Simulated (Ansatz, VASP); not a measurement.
## SiC (Moissanite 3C) in VASP and in Ansatz

File INCAR:

```
  PREC = Accurate
  ENCUT = 520
  EDIFF = 1E-6
  ISMEAR = 0
  SIGMA = 0.01
  LREAL = False
  LASPH = True
  NELM = 100
  ALGO = Normal
  ISIF = 2
  LWAVE = False
  LCHARG = True
  GGA = PS
  LELF = True
  LVHAR = True
  NBANDS = 11
```

KPOINTS

```
Automatic mesh
0
Gamma
  8 8 8
```

File POSCAR:

```
SiC
1.0
    3.0815710000      0.0000000000      0.0000000000
    1.5407855000      2.6687187696      0.0000000000
    1.5407855000      0.8895729232      2.5160921854
Si C
1 1
Direct
    0.0000000000      0.0000000000      0.0000000000
    0.2500000000      0.2500000000      0.2500000000
```

Input for Ansatz:

```yaml
crystal:
  lattice:
    a: 3.081571
    b: 3.081571
    c: 3.081571
    alpha: 60.0
    beta: 60.0
    gamma: 60.0
  atoms:
    - { symbol: Si, position: [0.0, 0.0, 0.0] }
    - { symbol: C, position: [0.25, 0.25, 0.25] }
kpoints:
  mp_grid:
    grid: [8, 8, 8]
hamiltonian:
  xc: pbesol
scf:
  n_extra_bands: 10
  occupations:
    method: fixed
output:
  dos:
    de: 0.1
    method:
      smearing:
        sigma: 0.15
    projected: true
```

Alike in both runs: task single point; functional PBEsol; k mesh 8 × 8 × 8; no spin polarisation.

```csv
,VASP,Ansatz
version,VASP 6.6.1,Ansatz 0.2.0
potentials or method,"VASP PAW PBE potentials, release 64 (Si, C)","plane waves, PAW"
plane-wave cutoff (eV),520,420
occupations,"gaussian, width 0.01 eV",fixed
valence electrons in the cell,8,8
```

VASP gave:

- gap on the k mesh at the Fermi level (eV): 1.23

Q: Estimate Ansatz's values.

A: gap on the k mesh at the Fermi level (eV): 1.24.

 Expect the measured gap to be larger: semilocal functionals such as PBEsol lack the derivative discontinuity. A k mesh can miss the band edges.
